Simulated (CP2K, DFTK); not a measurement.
Given: the input of a run of DFTK 0.8.2 on PbO (Litharge). 

Contents of run.jl:

```julia
using DFTK
using PseudoPotentialData
using Unitful, UnitfulAtomic
using LinearAlgebra, Printf
include("save.jl")
disable_threading()

# lattice vectors are the columns
lattice = austrip(1u"Å") * [          3.99            0.0            0.0;
                      0.0           3.99            0.0;
                      0.0            0.0           5.01]
symbols   = [:Pb, :Pb, :O, :O]
positions = [[0.5, 0.0, 0.76],
             [0.0, 0.5, 0.24],
             [0.5, 0.5, 0.0],
             [0.0, 0.0, 0.0]]
pseudopotentials = PseudoFamily("dojo.nc.sr.pbe.v0_4_1.standard.upf")
elements = Dict(s => ElementPsp(s, pseudopotentials) for s in unique(symbols))
atoms    = [elements[s] for s in symbols]

build_model(lattice, positions; symmetries=true) =
    model_DFT(lattice, atoms, positions;
              functionals=PBE(),
              temperature=austrip(0.05u"eV"),
              smearing=Smearing.FermiDirac(),
              symmetries)
Ecut  = 42.0  # hartree
kgrid = [7, 7, 6]
tol   = 1e-6
to_GPa = ustrip(uconvert(u"GPa", 1u"hartree/bohr^3"))

model = build_model(lattice, positions)
basis = PlaneWaveBasis(model; Ecut, kgrid)
display(basis)
scfres = self_consistent_field(basis;
                               tol,
                               nbandsalg=AdaptiveBands(model; n_bands_converge=25))
display(scfres.energies)
@printf "Fermi level: %.6f eV\n" ustrip(auconvert(u"eV", something(scfres.εF, NaN)))
forces = compute_forces_cart(scfres)
println("Forces (eV/Å)")
for (s, f) in zip(symbols, forces)
    @printf "%-3s %12.6f %12.6f %12.6f\n" s ustrip.(auconvert.(u"eV/Å", f))...
end
stress = compute_stresses_cart(scfres)
println("Stress (GPa)")
display(round.(stress * to_GPa; digits=4))
println("Levels at the first k-point (eV): ", round.(ustrip.(auconvert.(u"eV", scfres.eigenvalues[1][1:scfres.n_bands_converge])); digits=4))
save_scf!(scfres; forces, stress)
```

Potentials or basis: dojo.nc.sr.pbe.v0_4_1.standard.upf (PBE).

Launch:

```sh
$ julia --threads=1 run.jl  # save.jl only writes the numbers to a file and isn't shown; printed stress counts tension as positive; times include loading and compiling
```

Task: Translate it to CP2K 2026.2. Potentials or basis there: POTENTIAL_UZH Pb GTH-PBE-q4, O GTH-PBE-q6; TZVP-MOLOPT-PBE-GTH basis.

Result: As run (cutoffs and basis follow the program's own potentials, and thresholds, step limits or extra output files can differ):

Contents of pbo_scf.inp:

```
&GLOBAL
  PROJECT pbo_scf
  RUN_TYPE ENERGY_FORCE
  PRINT_LEVEL LOW
&END GLOBAL
&FORCE_EVAL
  METHOD QS
  STRESS_TENSOR ANALYTICAL
  &DFT
    BASIS_SET_FILE_NAME BASIS_MOLOPT_UZH
    POTENTIAL_FILE_NAME POTENTIAL_UZH
    &MGRID
      CUTOFF 600
      REL_CUTOFF 60
      NGRIDS 5
    &END MGRID
    &QS
      METHOD GPW
      EPS_DEFAULT 1.0E-10
    &END QS
    &KPOINTS
      SCHEME MONKHORST-PACK 7 7 6
      GAMMA_CENTERED T
      SYMMETRY T
      SYMMETRY_BACKEND SPGLIB
    &END KPOINTS
    &SCF
      SCF_GUESS ATOMIC
      EPS_SCF 1.0E-6
      MAX_SCF 100
      ADDED_MOS 14
      CHOLESKY OFF
      EPS_EIGVAL 1.0E-7
      &DIAGONALIZATION ON
        ALGORITHM STANDARD
      &END DIAGONALIZATION
      &MIXING ON
        METHOD BROYDEN_MIXING
        ALPHA 0.4
        BETA 1.5
        NBUFFER 8
      &END MIXING
      &SMEAR ON
        METHOD FERMI_DIRAC
        ELECTRONIC_TEMPERATURE 580.23
      &END SMEAR
    &END SCF
    &XC
      &XC_FUNCTIONAL
        &GGA_X_PBE
        &END GGA_X_PBE
        &GGA_C_PBE
        &END GGA_C_PBE
      &END XC_FUNCTIONAL
    &END XC
    &PRINT
      &KPOINTS ON
      &END KPOINTS
      &MULLIKEN ON
      &END MULLIKEN
      &MO ON
        ENERGIES T
        OCCUPATION_NUMBERS T
        &EACH
          QS_SCF 0
        &END EACH
        ADD_LAST NUMERIC
      &END MO
      &LOWDIN ON
      &END LOWDIN
      &HIRSHFELD ON
        SHAPE_FUNCTION DENSITY
      &END HIRSHFELD
      &E_DENSITY_CUBE ON
        STRIDE 2
      &END E_DENSITY_CUBE
      &V_HARTREE_CUBE ON
        STRIDE 2
      &END V_HARTREE_CUBE
      &ELF_CUBE ON
        STRIDE 2
      &END ELF_CUBE
    &END PRINT
  &END DFT
  &SUBSYS
    &CELL
      A 3.9900000000 0.0000000000 0.0000000000
      B 0.0000000000 3.9900000000 0.0000000000
      C 0.0000000000 0.0000000000 5.0100000000
      PERIODIC XYZ
    &END CELL
    &COORD
      Pb  1.9950000000 0.0000000000 3.8076000000
      Pb  0.0000000000 1.9950000000 1.2024000000
      O   1.9950000000 1.9950000000 0.0000000000
      O   0.0000000000 0.0000000000 0.0000000000
    &END COORD
    &KIND Pb
      BASIS_SET TZVP-MOLOPT-PBE-GTH-q4
      POTENTIAL GTH-PBE-q4
    &END KIND
    &KIND O
      BASIS_SET TZVP-MOLOPT-PBE-GTH-q6
      POTENTIAL GTH-PBE-q6
    &END KIND
    &PRINT
      &ATOMIC_COORDINATES ON
      &END ATOMIC_COORDINATES
      &CELL ON
      &END CELL
    &END PRINT
  &END SUBSYS
  &PRINT
    &FORCES ON
    &END FORCES
    &STRESS_TENSOR ON
    &END STRESS_TENSOR
  &END PRINT
&END FORCE_EVAL
```

Potentials or basis: POTENTIAL_UZH Pb GTH-PBE-q4, O GTH-PBE-q6; TZVP-MOLOPT-PBE-GTH basis.

The run is started by

```console
$ OMP_NUM_THREADS=1 cp2k.psmp -i pbo_scf.inp -o pbo_scf.out
```

Both were run:

|  | DFTK | CP2K |
| --- | --- | --- |
| Pressure | 3.5 GPa | 5.0 GPa |

The potentials hold 40 and 20 valence electrons a cell.

The two runs disagree by more than potentials and bases usually give (in gap, levels, pressure or energy); the cause wasn't traced.

Pressure is positive in compression.
